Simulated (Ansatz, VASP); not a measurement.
**TiSi: VASP beside Ansatz**

File INCAR:

```
SYSTEM = TiSi
  PREC = Accurate
  ENCUT = 520
  EDIFF = 1E-6
  ISMEAR = 0
  SIGMA = 0.1
  LREAL = .False.
  LASPH = .True.
  NELM = 80
  ALGO = Normal
  ISIF = 2
  LWAVE = .False.
  LCHARG = .False.
  NBANDS = 15
```

The input KPOINTS:

```
regular mesh
0
Gamma
  6 6 6
  0 0 0
```

File POSCAR:

```
TiSi
1.0
    1.8161780000     -2.1176240000      0.0000000000
    1.8161780000      2.1176240000      0.0000000000
    0.0000000000      0.0000000000      3.8039340000
Ti Si
1 1
Direct
    0.5000000000      0.5000000000      0.0000000000
    0.0000000000      0.0000000000      0.5000000000
```

Input for Ansatz:

```yaml
crystal:
  lattice:
    - [1.816178, -2.117624, 0.0]
    - [1.816178, 2.117624, 0.0]
    - [0.0, 0.0, 3.803934]
  atoms:
    - { symbol: Ti, position: [0.5, 0.5, 0.0] }
    - { symbol: Si, position: [0.0, 0.0, 0.5] }
basis:
  ecutwfc: 420
kpoints:
  mp_grid: { grid: [6, 6, 6] }
hamiltonian:
  xc: lda
scf:
  occupations: { method: gaussian, width: 0.1 }
output:
  forces: true
  stress: true
  eigenvalues: true
```

The cell comes from a database or a generator and needn't be the stable form of this composition.

Alike in both runs: task single point; functional LDA; k mesh 6 × 6 × 6; occupations gaussian, width 0.1 eV; no spin polarisation.

|  | VASP | Ansatz |
| --- | --- | --- |
| version | VASP 6.6.1 | Ansatz 0.2.0 |
| potentials or method | VASP PAW LDA potentials, release 64 (Ti_sv, Si) | scalar-relativistic, plane waves, PAW |
| plane-wave cutoff (eV) | 520 | 420 |
| valence electrons in the cell | 16 | 16 |

|  | VASP | Ansatz | Ansatz less VASP |
| --- | --- | --- | --- |
| gap on the k mesh at the Fermi level (eV) | none | none | - |
| pressure (GPa) | -7.6 | -7.7 | -0.14 |
| largest component of the traceless stress (GPa) | 1.42 | 1.49 | +0.065 |

A gap of «none» marks a metal or a gap that the smearing closes.

Caveats: the k mesh is coarse (spacing up to 0.38 Å⁻¹), so the values aren't converged.
